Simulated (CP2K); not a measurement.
# InAs (F-43m) in CP2K: a series of runs

The runs below take InAs through single point, with PBE.

All numbers are computed with CP2K 2026.2; they aren't measurements. Logs are shortened: lines on timing, memory, paths and dates and some standing lists are left out, and cuts for length are marked.

**What was measured.**

From a printed reference work, data compilation, for a bulk crystal of InAs at 4.2 K: band gap 0.418 eV (direct).

How close the calculation comes is told below.

## (1) The crystal as given

It takes space group F-43m (No. 216, cubic). Conventional cell: a = 6.036 Å, b = 6.036 Å, c = 6.036 Å, α = 90.00°, β = 90.00°, γ = 90.00°. Around In (site symmetry -43m) lie 4 As at 2.61 Å. Around As (site symmetry -43m) lie 4 In at 2.61 Å.

## (2) Single point, PBE

inas_scf.inp reads:

```
&GLOBAL
  PROJECT inas_scf
  RUN_TYPE ENERGY_FORCE
  PRINT_LEVEL LOW
&END GLOBAL
&FORCE_EVAL
  METHOD QS
  STRESS_TENSOR ANALYTICAL
  &DFT
    BASIS_SET_FILE_NAME BASIS_MOLOPT_UZH
    POTENTIAL_FILE_NAME POTENTIAL_UZH
    &MGRID
      CUTOFF 450
      REL_CUTOFF 60
      NGRIDS 4
    &END MGRID
    &QS
      METHOD GPW
      EPS_DEFAULT 1.0E-10
    &END QS
    &KPOINTS
      SCHEME MONKHORST-PACK 8 8 8
      GAMMA_CENTERED T
      SYMMETRY T
      SYMMETRY_BACKEND SPGLIB
    &END KPOINTS
    &SCF
      SCF_GUESS ATOMIC
      EPS_SCF 1.0E-6
      MAX_SCF 100
      ADDED_MOS 10
      CHOLESKY OFF
      EPS_EIGVAL 1.0E-7
      &DIAGONALIZATION ON
        ALGORITHM STANDARD
      &END DIAGONALIZATION
      &MIXING ON
        METHOD BROYDEN_MIXING
        ALPHA 0.4
        BETA 1.5
        NBUFFER 8
      &END MIXING
      &SMEAR ON
        METHOD GAUSSIAN
        SIGMA [eV] 0.028999999999999998
      &END SMEAR
    &END SCF
    &XC
      &XC_FUNCTIONAL PBE
      &END XC_FUNCTIONAL
    &END XC
    &PRINT
      &KPOINTS ON
      &END KPOINTS
      &MULLIKEN ON
      &END MULLIKEN
      &MO ON
        ENERGIES T
        OCCUPATION_NUMBERS T
        &EACH
          QS_SCF 0
        &END EACH
        ADD_LAST NUMERIC
      &END MO
      &E_DENSITY_CUBE ON
        STRIDE 1
      &END E_DENSITY_CUBE
      &V_HARTREE_CUBE ON
        STRIDE 1
      &END V_HARTREE_CUBE
      &ELF_CUBE ON
        STRIDE 1
      &END ELF_CUBE
    &END PRINT
  &END DFT
  &SUBSYS
    &CELL
      ABC 4.2680965312 4.2680965313 4.2680965312
      ALPHA_BETA_GAMMA 60.0000000003 60.0000000000 60.0000000005
      PERIODIC XYZ
    &END CELL
    &COORD
      In  0.0000000000 0.0000000000 0.0000000000
      As  6.4021447968 3.6962800219 2.6136646686
    &END COORD
    &KIND In
      BASIS_SET TZVP-MOLOPT-PBE-GTH-q13
      POTENTIAL GTH-PBE-q13
    &END KIND
    &KIND As
      BASIS_SET TZVP-MOLOPT-PBE-GTH-q5
      POTENTIAL GTH-PBE-q5
    &END KIND
    &PRINT
      &ATOMIC_COORDINATES ON
      &END ATOMIC_COORDINATES
      &CELL ON
      &END CELL
    &END PRINT
  &END SUBSYS
  &PRINT
    &FORCES ON
    &END FORCES
    &STRESS_TENSOR ON
    &END STRESS_TENSOR
  &END PRINT
&END FORCE_EVAL
```

Potentials or basis: POTENTIAL_UZH In GTH-PBE-q13, As GTH-PBE-q5; TZVP-MOLOPT-PBE-GTH basis.

Launch:

```
$ OMP_NUM_THREADS=1 cp2k.psmp -i inas_scf.inp -o inas_scf.out
```

inas_scf.out:

```text

 CP2K| version string:                                       CP2K version 2026.2
 CP2K| Input file name                                              inas_scf.inp

 GLOBAL| Force Environment number                                              1
 GLOBAL| Basis set file name                                    BASIS_MOLOPT_UZH
 GLOBAL| Potential file name                                       POTENTIAL_UZH
 GLOBAL| MM Potential file name                                     MM_POTENTIAL
 GLOBAL| Coordinate file name                                      __STD_INPUT__
 GLOBAL| Method name                                                        CP2K
 GLOBAL| Project name                                                   inas_scf
 GLOBAL| Run type                                                   ENERGY_FORCE
 GLOBAL| FFT library                                                       FFTW3
[... 8 lines left out ...]
 GLOBAL| CPU model name                                                  UNKNOWN

 CELL| Volume [angstrom^3]:                                            54.977844
 CELL| Vector a [angstrom]:       4.268     0.000     0.000   |a| =     4.268097
 CELL| Vector b [angstrom]:       2.134     3.696     0.000   |b| =     4.268097
 CELL| Vector c [angstrom]:       2.134     1.232     3.485   |c| =     4.268097
 CELL| Angle (b,c), alpha [degree]:                                    60.000000
 CELL| Angle (a,c), beta  [degree]:                                    60.000000
 CELL| Angle (a,b), gamma [degree]:                                    60.000000
 CELL| Numerically orthorhombic:                                              NO
 CELL| Periodicity                                                           XYZ

 CELL_REF| Volume [angstrom^3]:                                        54.977844
 CELL_REF| Vector a [angstrom     4.268     0.000     0.000   |a| =     4.268097
 CELL_REF| Vector b [angstrom     2.134     3.696     0.000   |b| =     4.268097
 CELL_REF| Vector c [angstrom     2.134     1.232     3.485   |c| =     4.268097
 CELL_REF| Angle (b,c), alpha [degree]:                                60.000000
 CELL_REF| Angle (a,c), beta  [degree]:                                60.000000
 CELL_REF| Angle (a,b), gamma [degree]:                                60.000000
 CELL_REF| Numerically orthorhombic:                                          NO
 CELL_REF| Periodicity                                                       XYZ
[... 10 lines left out ...]

  Total number of            - Atomic kinds:                                   2
                             - Atoms:                                          2
                             - Shell sets:                                     2
                             - Shells:                                        17
                             - Primitive Cartesian functions:                 10
                             - Cartesian basis functions:                     58
                             - Spherical basis functions:                     51

  Maximum angular momentum of- Orbital basis functions:                        3
                             - Local part of the GTH pseudopotential:          0
                             - Non-local part of the GTH pseudopotential:      4

 MODULE QUICKSTEP: ATOMIC COORDINATES IN ANGSTROM

   Atom Kind Element         X             Y             Z       Z(eff)     Mass
      1    1 In   49      0.000000      0.000000      0.000000  13.0000 114.8180
      2    2 As   33      6.402145      3.696280      2.613665   5.0000  74.9216

 SCF PARAMETERS         Density guess:                                    ATOMIC
[... 9 lines left out ...]
                        --------------------------------------------------------
                        level_shift [a.u.]:                             0.000000
                        added MOs                                        10    0
                        --------------------------------------------------------
                        Mixing method:                            BROYDEN_MIXING
                                                charge density mixing in g-space
                        --------------------------------------------------------
                        Smear method:                                   GAUSSIAN
                        Smearing width (sigma) [a.u.]:                  1.07E-03
                        Accuracy threshold:                             1.00E-10
                        --------------------------------------------------------
                        No outer SCF

 *******************************************************************************
                                    Kpoints
 *******************************************************************************
 BRILLOUIN| K-point scheme                                        Monkhorst-Pack
 BRILLOUIN| K-Point grid                                             8    8    8
 BRILLOUIN| Gamma-centered k-point mesh                                     ON
 BRILLOUIN| K-point symmetry accuracy                               0.100000E-05
 BRILLOUIN| K-Point point group symmetrization                                ON
 BRILLOUIN| Symmetry backend                                             SPGLIB
 BRILLOUIN| Symmetry reduction method                                    SPGLIB
 BRILLOUIN| Wavefunction type                                            COMPLEX
 BRILLOUIN| List of Kpoints [2 Pi/Bohr]                                       29
 BRILLOUIN| Number           Weight            X              Y              Z
 BRILLOUIN|     1           0.01562       -0.37500       -0.37500       -0.37500
 BRILLOUIN|     2           0.04688       -0.37500       -0.37500       -0.25000
 BRILLOUIN|     3           0.04688       -0.37500       -0.37500       -0.12500
 BRILLOUIN|     4           0.01172       -0.37500       -0.37500        0.00000
 BRILLOUIN|     5           0.04688       -0.37500       -0.37500        0.12500
 BRILLOUIN|     6           0.02344       -0.37500       -0.37500        0.25000
[... 21 lines left out ...]
 BRILLOUIN|    28           0.00781        0.00000        0.00000        0.50000
 BRILLOUIN|    29           0.00586        0.00000        0.50000        0.50000
 *******************************************************************************

 Extrapolation method: initial_guess

 Number of electrons:                                                         18
 Number of occupied orbitals:                                                  9
 Number of molecular orbitals:                                                19

 Number of orbital functions:                                                 51
 Number of independent orbital functions:                                     51

 SCF WAVEFUNCTION OPTIMIZATION

  Step     Update method      Time    Convergence         Total energy    Change
  ------------------------------------------------------------------------------
     1 NoMix/Diag. 0.40E+00    3.3     1.10011743       -62.7368520857 -6.27E+01
     2 Broy./Diag. 0.40E+00    3.2     0.04303516       -62.6868565130  5.00E-02
     3 Broy./Diag. 0.40E+00    3.4     0.11306929       -62.6366216957  5.02E-02
     4 Broy./Diag. 0.40E+00    3.4     0.01064659       -62.6214524977  1.52E-02
     5 Broy./Diag. 0.40E+00    3.4     0.00782759       -62.6367378822 -1.53E-02
     6 Broy./Diag. 0.40E+00    3.2     0.00416447       -62.6385989928 -1.86E-03
     7 Broy./Diag. 0.40E+00    3.2     0.00079688       -62.6424184396 -3.82E-03
     8 Broy./Diag. 0.40E+00    3.4     0.00112162       -62.6459388463 -3.52E-03
     9 Broy./Diag. 0.40E+00    3.4     0.00008123       -62.6476555508 -1.72E-03
    10 Broy./Diag. 0.40E+00    3.2     0.00001422       -62.6475607488  9.48E-05
    11 Broy./Diag. 0.40E+00    3.2     0.00006066       -62.6474854860  7.53E-05
    12 Broy./Diag. 0.40E+00    3.2     0.00001377       -62.6474684452  1.70E-05
    13 Broy./Diag. 0.40E+00    3.2     0.00001495       -62.6474389820  2.95E-05
    14 Broy./Diag. 0.40E+00    3.2     0.00000333       -62.6474284686  1.05E-05
    15 Broy./Diag. 0.40E+00    3.2     0.00000161       -62.6474289503 -4.82E-07
    16 Broy./Diag. 0.40E+00    3.2     0.00000033       -62.6474284852  4.65E-07

  *** SCF run converged in    16 steps ***

  Electronic density on regular grids:        -17.9999999976        0.0000000024
  Core density on regular grids:               17.9999999975       -0.0000000025
  Total charge density on r-space grids:       -0.0000000001
  Total charge density g-space grids:          -0.0000000001

  Overlap energy of the core charge distribution:               0.00000000155519
  Self energy of the core charge distribution:               -103.50942136637683
  Core Hamiltonian energy:                                     31.25625563094755
  Hartree energy:                                              18.65923691011352
  Exchange-correlation energy:                                 -9.05349645050290
  Smearing free energy correction:                             -0.00000321097750
  Fermi energy:                                                 0.16631281863408

  Total energy:                                               -62.64742848524096
  Total energy (extrapolated to sigma->0):                    -62.64742687975221

 MO| EIGENVALUES AND OCCUPATION NUMBERS FOR K POINT 1
 MO|
 MO|  Index      Eigenvalue [a.u.]        Eigenvalue [eV]             Occupation
 MO|      1              -0.371092             -10.097933               2.000000
 MO|      2              -0.366246              -9.966064               2.000000
 MO|      3              -0.366246              -9.966063               2.000000
 MO|      4              -0.362293              -9.858487               2.000000
 MO|      5              -0.362293              -9.858485               2.000000
 MO|      6              -0.228903              -6.228755               2.000000
[... 11 lines left out ...]
 MO|     18               0.718025              19.538450               0.000000
[... 325 lines left out ...]
 MO|      6              -0.217660              -5.922830               2.000000
[... 11 lines left out ...]
 MO|     18               0.720641              19.609644               0.000000
 MO|     19               0.749348              20.390788               0.000000
 MO| Sum:                                                              18.000000
 MO| E(Fermi):            0.166313 a.u.          4.525602 eV
 MO| Band gap:            0.159951 a.u.          4.352490 eV

 [... the levels of further k-points ...]

 The electron density is written in Cube    file format to the file:

 inas_scf-ELECTRON_DENSITY-1_0.cube

 !-----------------------------------------------------------------------------!
                     Mulliken Population Analysis

 #  Atom  Element  Kind  Atomic population                           Net charge
       1     In       1         12.843222                              0.156778
       2     As       2          5.156778                             -0.156778
 # Total charge                             18.000000                  0.000000

 !-----------------------------------------------------------------------------!

               ----- ELF is computed on the real space grid -----

 ELF is written in Cube    file format to the file:

 inas_scf-ELF_S1-1_0.cube

 ENERGY| Total FORCE_EVAL ( QS ) energy [hartree]            -62.647428122159162

 FORCES| Atomic forces [hartree/bohr]
 FORCES|   Atom     x               y               z               |f|
 FORCES|      1  2.55700855E-09  2.08264464E-08  3.65306188E-08   4.21279631E-08
 FORCES|      2  1.43927953E-09 -1.85180881E-08 -3.48936195E-08   3.95291765E-08
 FORCES| Sum     3.99628808E-09  2.30835833E-09  1.63699924E-09
 FORCES| Total atomic force                                       4.89679519E-09

 STRESS| Analytical stress tensor [bar]
 STRESS|                        x                   y                   z
 STRESS|      x        4.84084857688E+04  -2.08493527183E-01  -1.42284083448E-01
 STRESS|      y       -2.08493527183E-01   4.84087874675E+04  -6.38586380076E-02
 STRESS|      z       -1.42284083448E-01  -6.38586380076E-02   4.84089524404E+04
 STRESS| 1/3 Trace                                             4.84087418922E+04
 STRESS| Determinant                                           1.13441350312E+14

 STRESS| Eigenvectors and eigenvalues of the analytical stress tensor [bar]
 STRESS|                        1                   2                   3
 STRESS| Eigenvalues   4.84083396758E+04   4.84088933803E+04   4.84089926205E+04
 STRESS|      x           0.864681566597     -0.433644059192     -0.253532282590
 STRESS|      y           0.437737354612      0.898067207314     -0.043142780681
 STRESS|      z           0.246397639529     -0.073675783503      0.966364363043
```

Run time: 68 s. Hardware: 1 thread of Arm Neoverse V2, shared host; peak memory 0.35 GiB.

What came out:

- Free energy: -1704.7232 eV
- Pressure: 4.8 GPa
- Band gap on the k mesh: none (metal or under the smearing width)
- Mulliken charges: In +0.16; As -0.16 e

Levels at points of the mesh, in eV from the Fermi level:
```tsv
k point	band 7	band 8	band 9	band 10	band 11	band 12
(0.00, 0.00, 0.00)	-0.20	-0.01	-0.01	-0.01	3.90	3.90
(0.00, 0.00, 0.50)	-5.83	-1.02	-1.02	0.94	4.70	4.70
(0.00, 0.50, 0.50)	-5.90	-2.37	-2.37	1.52	2.05	9.33
```

Caveat: Mulliken charges move with the basis; the basis of atomic orbitals isn't converged, which shifts pressures, moduli and gaps.

(Continued in part 2 of 2.)
